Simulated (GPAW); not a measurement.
# MoP (P-6m2) in GPAW: reference runs

How does MoP come out in PBE? The cell is run as given and disturbed.

Program: GPAW 26.7.0. These are calculated values, not measurements. Logs are shortened: lines on timing, memory, paths and dates and some standing lists are left out, and cuts for length are marked. The log counts tension as positive stress, the text compression.

### 1 The structure

The structure is hexagonal, space group P-6m2 (No. 187). The conventional cell has a = 3.223 Å, b = 3.223 Å, c = 3.191 Å, α = 90.00°, β = 90.00°, γ = 120.00°. Mo (site symmetry -6m2) has 6 P at 2.45 Å as nearest neighbours. Around P (site symmetry -6m2) lie 6 Mo at 2.45 Å.

### 2 Single point, PBE

File run.py:

```python
from ase import Atoms
from ase.dft.bandgap import bandgap
from ase.io import write
from ase.units import Bohr, GPa
from gpaw import GPAW, PW
from gpaw.elf import elf_from_dft_calculation

atoms = Atoms(['Mo', 'P'],
              cell=[[3.223, 0.0, 0.0],
                    [-1.6115, 2.7911998764, 0.0],
                    [0.0, 0.0, 3.191]],
              scaled_positions=[[0.0, 0.0, 0.0],
                                [0.3333333333, 0.6666666667, 0.5]],
              pbc=True)

calc = GPAW(mode=PW(600),
            xc='PBE',
            kpts={'size': (10, 10, 8), 'gamma': True},
            occupations={'name': 'fermi-dirac', 'width': 0.05},
            nbands=20,
            convergence={'density': 1e-05, 'energy': 1e-05},
            maxiter=150,
            txt='gpaw.txt')
atoms.calc = calc
energy = atoms.get_potential_energy()
forces = atoms.get_forces()
stress = atoms.get_stress()
calc.write('gs.gpw')
write('result.traj', atoms)
print(f'Energy: {energy:.6f} eV')
print('Forces (eV/A):')
print(forces.round(4))
print('Stress (GPa):', (stress / GPa).round(3))
print('Fermi level:', round(calc.get_fermi_level(), 4), 'eV')
print(f'Gap: {bandgap(calc)[0]:.4f} eV, direct: {bandgap(calc, direct=True)[0]:.4f} eV')

# fields on the real-space grid
write('density.cube', atoms, data=calc.get_pseudo_density() * Bohr**3)
write('potential.cube', atoms, data=calc.get_electrostatic_potential())
write('elf.cube', atoms, data=elf_from_dft_calculation(calc).data)
```

Potentials or basis: GPAW PAW data sets (gpaw-data 1.2.1), pw.

Run with:

```console
$ OMP_NUM_THREADS=1 python run.py
```

gpaw.txt:

```text
__  _  _
 | _ |_)|_||  |
 |__||  | ||/\| - 26.7.0

Input parameters:
  mode=PW(ecut=600.0),
  convergence={'density': 1e-05, 'energy': 1e-05},
  kpts=MonkhorstPack(size=(10, 10, 8), gamma=True),
  maxiter=150,
  nbands=20,
  occupations=Occupations(name='fermi-dirac', width=0.05),
  xc=XC(name='PBE')

Diagonalizing LCAO Hamiltonian
Converting LCAO to pw mode

         P

       Mo

Atoms  # Å, Bohr magnetons
|   | symbol |         x |        y |        z |    initial magnetic moments |
|---|--------|-----------|----------|----------|-----------------------------|
| 0 |     Mo |  0.000000 | 0.000000 | 0.000000 | ( 0.0000,  0.0000,  0.0000) |
| 1 |      P | -0.000000 | 1.860800 | 1.595500 | ( 0.0000,  0.0000,  0.0000) |

Unit cell  # Å
| periodic |         x |        y |        z |  lengths |     angles |
|----------|-----------|----------|----------|----------|------------|
|      yes |  3.223000 | 0.000000 | 0.000000 | 3.223000 |  90.000000 |
|      yes | -1.611500 | 2.791200 | 0.000000 | 3.223000 |  90.000000 |
|      yes |  0.000000 | 0.000000 | 3.191000 | 3.191000 | 120.000000 |

Number of symmetries: 12
Symmetry operations  # r_c * U_cc + t_c -> r_c
|    | kind |            matrix            |
|----|------|------------------------------|
|  0 |  σ   |  1, 1, 0,  0,-1, 0,  0, 0, 1 |
|  1 |  C2  |  1, 1, 0,  0,-1, 0,  0, 0,-1 |
|  2 |  E   |  1, 0, 0,  0, 1, 0,  0, 0, 1 |
|  3 |  σ   |  1, 0, 0,  0, 1, 0,  0, 0,-1 |
|  4 |  C3  |  0, 1, 0, -1,-1, 0,  0, 0, 1 |
|  5 |  S3  |  0, 1, 0, -1,-1, 0,  0, 0,-1 |
|  6 |  σ   |  0,-1, 0, -1, 0, 0,  0, 0, 1 |
|  7 |  C2  |  0,-1, 0, -1, 0, 0,  0, 0,-1 |
|  8 |  σ   | -1, 0, 0,  1, 1, 0,  0, 0, 1 |
|  9 |  C2  | -1, 0, 0,  1, 1, 0,  0, 0,-1 |
| 10 |  C3  | -1,-1, 0,  1, 0, 0,  0, 0, 1 |
| 11 |  S3  | -1,-1, 0,  1, 0, 0,  0, 0,-1 |

BZ-sampling:
  Number of BZ points: 800
  Number of IBZ points: 70

  Monkhorst-Pack size: [10, 10, 8]
  Monkhorst-Pack shift: [0.05, 0.05, 0.0625]

K-points  # in reciprocal-cell coordinates
|     |                                coordinates |     weight |
|-----|--------------------------------------------|------------|
|   0 | (  0.00000000,   0.00000000,   0.00000000) | 0.00125000 |
|   1 | (  0.00000000,   0.00000000,   0.12500000) | 0.00250000 |
|   2 | (  0.00000000,   0.00000000,   0.25000000) | 0.00250000 |
|   3 | (  0.00000000,   0.00000000,   0.37500000) | 0.00250000 |
|   4 | (  0.00000000,   0.00000000,   0.50000000) | 0.00125000 |
|   5 | (  0.10000000,   0.00000000,   0.00000000) | 0.00750000 |
|   6 | (  0.10000000,   0.00000000,   0.12500000) | 0.01500000 |
|   7 | (  0.10000000,   0.00000000,   0.25000000) | 0.01500000 |
|   8 | (  0.10000000,   0.00000000,   0.37500000) | 0.01500000 |
|   9 | (  0.10000000,   0.00000000,   0.50000000) | 0.00750000 |
| ... |                                            |            |
|  69 | (  0.50000000,   0.50000000,   0.50000000) | 0.00375000 |

Plane wave coefficients: 974
Cutoff: 600.0 eV

Spin-components: 1 (collinear spins)
Bands:           20
Projectors:      11
Spin-degeneracy: 2
Datatype:        complex128

Density:
  Valence electrons: 19.0
  Components: 1
  Grid points: [20 20 20]
  Charge: 0.0  # |e|

Potential:
  Grid points: [20 20 20]

species:
  Mo:
    name:    Molybdenum
    Z:       42.0
    valence: 14
    core:    28
    charge:  0.0  # [|e|]
    compensation charges:
      type: gauss
      rc: 0.38  # [Å]
      lmax: 2
    cutoffs:
      filter: 2.16  # [Å]
      core: 1.42  # [Å]
    projectors
    | kind |    occ | energy [eV] | rcut [Å] |
    |------|--------|-------------|----------|
    |   4s |  2.000 |     -64.307 |    1.238 |
    |   5s |  1.000 |      -4.084 |    1.238 |
    |   4p |  6.000 |     -38.491 |    1.296 |
    |   5p |  0.000 |      -1.044 |    1.296 |
    |   4d |  5.000 |      -3.754 |    1.296 |
    |    d |        |      23.458 |    1.296 |

    Using partial waves for Mo as LCAO basis

  P:
    name:    Phosphorus
    Z:       15.0
    valence: 5
    core:    10
    charge:  0.0  # [|e|]
    compensation charges:
      type: gauss
      rc: 0.30  # [Å]
      lmax: 2
    cutoffs:
      filter: 1.69  # [Å]
      core: 1.81  # [Å]
    projectors
    | kind |    occ | energy [eV] | rcut [Å] |
    |------|--------|-------------|----------|
    |   3s |  2.000 |     -13.968 |    0.953 |
    |   3p |  3.000 |      -5.506 |    0.953 |
    |    s |        |      13.244 |    0.953 |
    |    p |        |      21.705 |    0.953 |
    |    d |        |       0.000 |    0.953 |

    Using partial waves for P as LCAO basis

Reference energy: -119436.986290  # eV

eigensolver:
  PPCG
  Converge bands: occupied
  niter=2

density mixing:
  MSR1-Mixer
  Pratt-step length: 0.05
  Maximum mixing coefficient: 0.75
  Old densities: 10
  SVD Regularization: 0.005
  Good broyden scale: 1.0
  Trust region scale: 1.0
  Backstep threshold: 4.0
  History deletion threshold: 6.0
  Fourier metric: weight=20.0, sigma=0.015

occupation numbers:
  Fermi-Dirac:
    width: 0.0500  # eV

poisson solver:
  ecut: 4800.0  # eV

xc functional:
  name: PBE with 2 nearest neighbor stencil

convergence criteria:
- Maximum integral of absolute [dens]ity change: 1e-05 electrons / valence electron
- Maximum [total energy] change in last 3 cyles: 1e-05 eV / valence electron
- Maximum integral of absolute [eigenst]ate change: 4e-08 eV^2 / valence electron
maximum number of iterations: 150

SCF iterations
|iter     | |      energy | eigst |  dens |
|---------|-|-------------|-------|-------|
|iter:   1| |  -19.127896 | +0.53 |       |
|iter:   2| |  -18.788676 | -1.89 | -0.98 |
|iter:   3| |  -17.973308 | -1.27 | -1.05 |
|iter:   4| |  -17.966937 | -2.90 | -1.64 |
|iter:   5| |  -17.968731 | -3.12 | -1.91 |
|iter:   6| |  -17.968808 | -4.57 | -2.59 |
|iter:   7| |  -17.968799c| -5.77 | -3.36 |
|iter:   8| |  -17.968799c| -7.45c| -4.10 |
|iter:   9| |  -17.968799c| -7.53c| -4.82 |
|iter:  10| |  -17.968799c| -8.55c| -5.52c|

Converged in 10 steps
Energy contributions relative to reference atoms: (reference = -119436.986290)

Energy contributions:
  Kinetic:          -3.734207
  Coulomb:           0.301639
  Zero:             -0.322448
  External:          0.000000
  Xc:              -14.211657
  Entropy:          -0.004253
  Spinorbit:         0.000000
  ----------------------------
  Free energy:     -17.970926
  Extrapolated:    -17.968799

dipole moment: (-7.861947, -9.327169, -11.889310)  # |e|*Ang

Fermi level: 12.433
Eigenvalues  # (at kpt = [0.000, 0.000, 0.000])
| band index |      eig [eV] | occ [0-2] |
|------------|---------------|-----------|
|          0 |       -48.799 |     2.000 |
|          1 |       -22.993 |     2.000 |
|          2 |       -22.772 |     2.000 |
|          3 |       -22.772 |     2.000 |
|          4 |        -1.465 |     2.000 |
|          5 |         8.306 |     2.000 |
[... 9 lines left out ...]
|         15 |        21.378 |     0.000 |
|         16 |        21.437 |     0.000 |
|        ... |               |           |
|         19 |        30.774 |     0.000 |

No gap
No difference between direct/indirect transitions

Forces  # eV/Ang
|       x |       y |       z |
|---------|---------|---------|
| 0.00000 | 0.00000 | 0.00000 |  # Mo   0
| 0.00000 | 0.00000 | 0.00000 |  # P    1

Stress tensor  # eV/Ang^3
|         x |         y |         z |
|-----------|-----------|-----------|
| -0.019664 |  0.000000 |  0.000000 |
|  0.000000 | -0.019664 |  0.000000 |
|  0.000000 |  0.000000 | -0.016137 |

# Writing to gs.gpw (mode='')
```

Wall time 24 s (1 thread of Arm Neoverse V1, shared host); peak memory 0.16 GiB.

Results:

```yaml
Free_energy: -17.9709 eV
Pressure: 3.0 GPa
Band_gap_on_the_k_mesh: none (metal or under the smearing width)
```

### 3 Single point, PBE (atoms moved at random, drawn with an rms of 0.05 Å)

File run.py:

```python
from ase.dft.bandgap import bandgap
from ase.io import read, write
from ase.units import GPa
from gpaw import GPAW, PW

atoms = read('MoP.xyz')

calc = GPAW(mode=PW(600),
            xc='PBE',
            kpts={'size': (10, 10, 8), 'gamma': True},
            occupations={'name': 'fermi-dirac', 'width': 0.05},
            nbands=20,
            convergence={'density': 1e-05, 'energy': 1e-05},
            maxiter=150,
            txt='gpaw.txt')
atoms.calc = calc
energy = atoms.get_potential_energy()
forces = atoms.get_forces()
stress = atoms.get_stress()
calc.write('gs.gpw')
write('result.traj', atoms)
print(f'Energy: {energy:.6f} eV')
print('Forces (eV/A):')
print(forces.round(4))
print('Stress (GPa):', (stress / GPa).round(3))
print('Fermi level:', round(calc.get_fermi_level(), 4), 'eV')
print(f'Gap: {bandgap(calc)[0]:.4f} eV, direct: {bandgap(calc, direct=True)[0]:.4f} eV')
```

File MoP.xyz:

```xyz
2
Lattice="3.2230000000 0.0000000000 0.0000000000 -1.6115000000 2.7911998764 0.0000000000 0.0000000000 0.0000000000 3.1910000000" Properties=species:S:1:pos:R:3 pbc="T T T"
Mo    -0.0236503740      0.0170263192      0.0045312200
P     -0.0463789700      1.8811179919      1.5639569650
```

Potentials or basis: GPAW PAW data sets (gpaw-data 1.2.1), pw.

Run with:

```console
$ OMP_NUM_THREADS=1 python run.py
```

Wall time 2 min (1 thread of Arm Neoverse V1, shared host); peak memory 0.34 GiB.

Results (log left out):

```yaml
Free_energy: -17.9580 eV
Pressure: 3.2 GPa
Largest_force: 0.606 eV/Å
Band_gap_on_the_k_mesh: none (metal or under the smearing width)
```

Forces in eV/Å, atoms in the order of the input:
```
Mo  -0.331  0.053 -0.504
P    0.331 -0.053  0.504
```

Stress tensor (GPa, compression positive):
```
 3.51 -0.97  0.22
-0.97  3.23 -0.04
 0.22 -0.04  2.82
```

Levels at points of the mesh, in eV from the Fermi level:
| k point | band 6 | band 7 | band 8 | band 9 | band 10 | band 11 | band 12 | band 13 |
| --- | --- | --- | --- | --- | --- | --- | --- | --- |
| (0.00, 0.00, 0.00) | -4.14 | -3.29 | -3.24 | -0.69 | 0.24 | 0.34 | 4.04 | 4.24 |
| (0.00, 0.00, 0.50) | -7.79 | -2.78 | -2.59 | -1.66 | -1.63 | 1.32 | 2.83 | 3.09 |
| (0.00, 0.50, 0.00) | -7.21 | -3.88 | -3.69 | -1.29 | -0.38 | 1.72 | 2.35 | 4.62 |
| (0.00, 0.50, 0.50) | -6.10 | -5.28 | -4.38 | -1.02 | 1.42 | 1.81 | 3.54 | 5.09 |
| (0.50, 0.00, 0.00) | -7.19 | -3.85 | -3.69 | -1.30 | -0.40 | 1.74 | 2.37 | 4.54 |
| (0.50, 0.00, 0.50) | -6.13 | -5.31 | -4.41 | -0.99 | 1.42 | 1.81 | 3.54 | 5.10 |
| (0.50, 0.50, 0.00) | -7.25 | -3.95 | -3.66 | -1.27 | -0.34 | 1.68 | 2.32 | 4.74 |
| (0.50, 0.50, 0.50) | -6.05 | -5.23 | -4.34 | -1.06 | 1.43 | 1.81 | 3.57 | 5.08 |
